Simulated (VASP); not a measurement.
# PbSe (Pm-3m) in VASP: further runs, part 3 of 3

VASP 6.6.1. Earlier steps stand in the parts before.

### 5 Single point, PBEsol

File INCAR:

```
SYSTEM = PbSe
  ADDGRID = .False.
  ALGO = Normal
  EDIFF = 1E-6
  ENCUT = 520
  GGA = PS
  ISIF = 2
  ISMEAR = 0
  LASPH = .True.
  LCHARG = .False.
  LREAL = .False.
  LWAVE = .False.
  NELM = 100
  PREC = Accurate
  SIGMA = 0.05
```

File KPOINTS:

```
k-points
0
Gamma
  4 4 4
  0 0 0
```

File POSCAR:

```
PbSe
1.0
    3.7843220000      0.0000000000      0.0000000000
    0.0000000000      3.7843220000      0.0000000000
    0.0000000000      0.0000000000      3.7843220000
Pb Se
1 1
Direct
    0.0000000000      0.0000000000      0.0000000000
    0.5000000000      0.5000000000      0.5000000000
```

Potentials or basis: VASP PAW PBE potentials, release 64 (Pb_d, Se).

Run with:

```sh
> cat potpaw_PBE.64/Pb_d/POTCAR potpaw_PBE.64/Se/POTCAR > POTCAR
> mpirun -np 1 vasp_std > vasp.out
```

OUTCAR:

```text
SYSTEM = PbSe
   EDIFF = 1E-6
   ENCUT = 520
   GGA = PS
   ISIF = 2
   ISMEAR = 0
   LASPH = .True.
   LREAL = .False.
   NELM = 100
   PREC = Accurate

 Found     10 irreducible k-points:

 Following reciprocal coordinates:
            Coordinates               Weight
  0.000000  0.000000  0.000000      1.000000
  0.250000  0.000000  0.000000      6.000000
  0.500000  0.000000  0.000000      3.000000
  0.250000  0.250000  0.000000     12.000000
  0.500000  0.250000  0.000000     12.000000
  0.500000  0.500000  0.000000      3.000000
   k-points           NKPTS =     10   k-points in BZ     NKDIM =     10   number of bands    NBANDS=     14
   number of dos      NEDOS =    301   number of ions     NIONS =      2
   total plane-waves  NPLWV =  21952
   dimension x,y,z NGX =    28 NGY =   28 NGZ =   28
   dimension x,y,z NGXF=    56 NGYF=   56 NGZF=   56
   ions per type =               1   1
   NGX,Y,Z   is equivalent  to a cutoff of  12.30, 12.30, 12.30 a.u.
   NGXF,Y,Z  is equivalent  to a cutoff of  24.60, 24.60, 24.60 a.u.
 SYSTEM =  PbSe
   PREC   = accura    normal or accurate (medium, high low for compatibility)
   ISTART =      0    job   : 0-new  1-cont  2-samecut
   ICHARG =      2    charge: 1-file 2-atom 10-const
   ISPIN  =      1    spin polarized calculation?
   LNONCOLLINEAR =      F non collinear calculations
   LSORBIT =      F    spin-orbit coupling
   LASPH  =      T    aspherical Exc in radial PAW
   ENCUT  =  520.0 eV  38.22 Ry    6.18 a.u.   7.04  7.04  7.04*2*pi/ulx,y,z
   NELM   =    100;   NELMIN=  2; NELMDL= -5     # of ELM steps
   EDIFF  = 0.1E-05   stopping-criterion for ELM
   LREAL  =      F    real-space projection
   EDIFFG = 0.1E-04   stopping-criterion for IOM
   NSW    =      0    number of steps for IOM
   IBRION =     -1    ionic relax: 0-MD 1-quasi-New 2-CG
   NFREE  =      0    steps in history (QN), initial steepest desc. (CG)
   ISIF   =      2    stress and relaxation
   ISYM   =      2    0-nonsym 1-usesym 2-fastsym
   POTIM  = 0.5000    time-step for ionic-motion
   TEBEG  =    0.0;   TEEND  =   0.0 temperature during run
   PSTRESS=    0.0 pullay stress
   NELECT =      20.0000    total number of electrons
   NUPDOWN=      -1.0000    fix difference up-down
   EMIN   =  10.00;   EMAX   =-10.00  energy-range for DOS
   EFERMI =   0.00;   METHOD = LEGACY
   ISMEAR =     0;   SIGMA  =   0.05  broadening in eV -4-tet -1-fermi 0-gaus
   EFERMI_NEDOS =   21; number of points for ismear=-14 and -15
   IALGO  =     38    algorithm
   IMIX   =      4    mixing-type and parameters
     AMIX     =   0.40;   BMIX     =  1.00
     AMIX_MAG =   1.60;   BMIX_MAG =  1.00
  volume/ion in A,a.u.               =      27.10       182.87
  Fermi-wavevector in a.u.,A,eV,Ry     =   1.174258  2.219025 18.760817  1.378881
  Thomas-Fermi vector in A             =   2.310658
   LORBIT       =      0    0 simple, 1 ext, 2 COOP (PROOUT), +10 PAW based schemes
   GGA     = PS    functional components
   LHFCALC =     F    Hartree Fock is set to
   AEXX    =    0.0000 exact exchange contribution
   IVDW    =     0    specifies the selected vdW correction
   LEPSILON=     F    determine dielectric tensor
   LRPA    =     F    only Hartree local field effects (RPA)
 non-spin polarized calculation
 Gauss-broadening in eV      SIGMA  =   0.05
  energy-cutoff  :      520.00
  volume of cell :       54.20
 maximum number of plane-waves:      1492
   NGX = 15   NGY = 15   NGZ = 15

 number of electron      20.0000009 magnetization

 Free energy of the ion-electron system (eV)
  ---------------------------------------------------
  ext. energy  EPLUGINS =         0.00000000
  ---------------------------------------------------
  free energy    TOTEN  =        -8.37609648 eV

  energy without entropy =       -8.37476461  energy(sigma->0) =       -8.37543055

 E-fermi :   5.1704     XC(G=0): -10.1147

 val. band max:        5.0995506198   @ k =   0.5000   0.2500   0.0000
 cond. band min:       5.2249660212   @ k =   0.5000   0.0000   0.0000
 fundamental gap:      0.1254154014
 Fermi energy:         5.1703776770

 k-point     1 :       0.0000    0.0000    0.0000
  band No.  band energies     occupation
      1     -11.6807      2.00000
      2     -11.6807      2.00000
      3     -11.5285      2.00000
      4     -11.5285      2.00000
      5     -11.5285      2.00000
      6      -7.9956      2.00000
      7      -1.8952      2.00000
      8       3.7232      2.00000
      9       3.7232      2.00000
     10       3.7232      2.00000
     11      10.2425      0.00000
     12      10.2425      0.00000
     13      11.2297      0.00000
     14      11.2297      0.00000

 k-point     2 :       0.2500    0.0000    0.0000
  band No.  band energies     occupation
      1     -11.6772      2.00000
      2     -11.6222      2.00000
      3     -11.5502      2.00000
      4     -11.5502      2.00000
      5     -11.5266      2.00000
      6      -7.5592      2.00000
      7      -2.7401      2.00000
      8       3.6742      2.00000
      9       4.2326      2.00000
     10       4.2326      2.00000
     11       8.1027      0.00000
     12       9.9447      0.00000
     13       9.9447      0.00000
     14      10.7195      0.00000

 k-point     3 :       0.5000    0.0000    0.0000
  band No.  band energies     occupation
      1     -11.6738      2.00000
      2     -11.5716      2.00000
      3     -11.5716      2.00000
      4     -11.5641      2.00000
      5     -11.5247      2.00000
      6      -6.9205      2.00000
      7      -3.8060      2.00000
      8       4.9404      2.00000
      9       4.9725      2.00000
     10       4.9725      2.00000
     11       5.2250      0.12259
     12       8.5457      0.00000
     13       8.5457      0.00000
     14      11.6338      0.00000

 k-point     4 :       0.2500    0.2500    0.0000
  band No.  band energies     occupation
      1     -11.6476      2.00000
      2     -11.5880      2.00000
      3     -11.5844      2.00000
      4     -11.5483      2.00000
      5     -11.5459      2.00000
      6      -7.1580      2.00000
      7      -2.8380      2.00000
      8       1.9977      2.00000
      9       4.6143      2.00000
     10       4.7977      2.00000
     11       6.8011      0.00000
     12       9.6998      0.00000
     13       9.8770      0.00000
     14      12.5407      0.00000

 k-point     5 :       0.5000    0.2500    0.0000
  band No.  band energies     occupation
      1     -11.6375      2.00000
      2     -11.6176      2.00000
      3     -11.5674      2.00000
      4     -11.5440      2.00000
      5     -11.5345      2.00000
      6      -6.6195      2.00000
      7      -3.2503      2.00000
      8       2.1697      2.00000
      9       2.8397      2.00000
     10       5.0996      1.95485
     11       7.7336      0.00000
     12       8.8883      0.00000
     13       9.1811      0.00000
     14      12.9336      0.00000

 k-point     6 :       0.5000    0.5000    0.0000
  band No.  band energies     occupation
      1     -11.6616      2.00000
      2     -11.6169      2.00000
      3     -11.5632      2.00000
      4     -11.5632      2.00000
      5     -11.4891      2.00000
      6      -6.2729      2.00000
      7      -2.3182      2.00000
      8       0.8352      2.00000
      9       0.8352      2.00000
     10       5.2374      0.05799
     11       9.2897      0.00000
     12       9.2897      0.00000
     13      10.1306      0.00000
     14      11.9019      0.00000

 [... further k-points ...]

------------------------ aborting loop because EDIFF is reached ----------------------------------------

  FORCE on cell =-STRESS in cart. coord.  units (eV):
  Direction    XX          YY          ZZ          XY          YZ          ZX
  --------------------------------------------------------------------------------------
  -------------------------------------------------------------------------------------
  Total       -0.8387968     -0.8387968     -0.8387968     -0.0000000     -0.0000000      0.0000000
  in kB      -24.7972253    -24.7972253    -24.7972253     -0.0000000     -0.0000000      0.0000000
  external PRESSURE =     -24.7972253 kB  Pullay stress =       0.0000000 kB

 VOLUME and BASIS-vectors are now :
 -----------------------------------------------------------------------------
  energy-cutoff  :      520.00
  volume of cell :       54.20
      direct lattice vectors                 reciprocal lattice vectors
     3.784322000  0.000000000  0.000000000     0.264248127  0.000000000  0.000000000
     0.000000000  3.784322000  0.000000000     0.000000000  0.264248127  0.000000000
     0.000000000  0.000000000  3.784322000     0.000000000  0.000000000  0.264248127

 POSITION                                       TOTAL-FORCE (eV/Angst)
 -----------------------------------------------------------------------------------
      0.00000      0.00000      0.00000         0.000000      0.000000      0.000000
      1.89216      1.89216      1.89216         0.000000      0.000000      0.000000
 -----------------------------------------------------------------------------------
    total drift:                               -0.000000      0.000000      0.000000

  FREE ENERGIE OF THE ION-ELECTRON SYSTEM (eV)
  ---------------------------------------------------
  free  energy   TOTEN  =        -8.3760964809 eV

  energy  without entropy=       -8.3747646129  energy(sigma->0) =       -8.37543055
```

Wall time 5.3 s (1 thread of Intel Xeon Platinum 8488C (Sapphire Rapids), shared host); peak memory 0.15 GiB.

These settings aren't checked as converged: the numbers below hold their error.

Results:

| Item | Value |
| --- | --- |
| Free energy | -8.3761 eV |
| Pressure | -2.5 GPa |
| Band gap on the k mesh | none (metal or under the smearing width) |

Caveat: the k mesh is coarse (spacing up to 0.42 Å⁻¹), so the values aren't converged; the PAW data sets were made with another functional, which shifts forces and pressure a little.

### 6 Single point, PBEsol

INCAR is that of step 5.

KPOINTS is that of step 5.

File POSCAR:

```
PbSe
1.0
    3.7843220000      0.0000000000      0.0000000000
    0.0000000000      3.7843220000      0.0000000000
    0.0000000000      0.0000000000      3.7843220000
Pb Se
1 1
Direct
    0.0499830000      0.0304240000      0.0268320000
    0.4857650000      0.4915870000      0.4882140000
```

Potentials or basis: VASP PAW PBE potentials, release 64 (Pb_d, Se).

Run with:

```sh
> cat potpaw_PBE.64/Pb_d/POTCAR potpaw_PBE.64/Se/POTCAR > POTCAR
> mpirun -np 1 vasp_std > vasp.out
```

Run time: 13 s. Hardware: 1 thread of Intel Xeon Platinum 8488C (Sapphire Rapids), shared host; peak memory 0.17 GiB.

These settings aren't checked as converged: the numbers below hold their error.

What came out:

```
Free energy            : -8.4274 eV
Pressure               : -1.3 GPa
Largest force          : 0.217 eV/Å
Band gap on the k mesh : none (metal or under the smearing width)
```

Caveat: the k mesh is coarse (spacing up to 0.42 Å⁻¹), so the values aren't converged; the PAW data sets were made with another functional, which shifts forces and pressure a little.

### 7 For comparison

An earlier run on the cell as given: functional PBE; potentials or basis VASP PAW PBE potentials, release 64 (Pb_d, Se); cutoff 520 eV; k mesh 7 × 7 × 7; occupations fermi-dirac, width 0.05 eV; no spin polarisation.

* Pressure: -0.2 GPa
* Band gap on the k mesh: none (metal or under the smearing width)
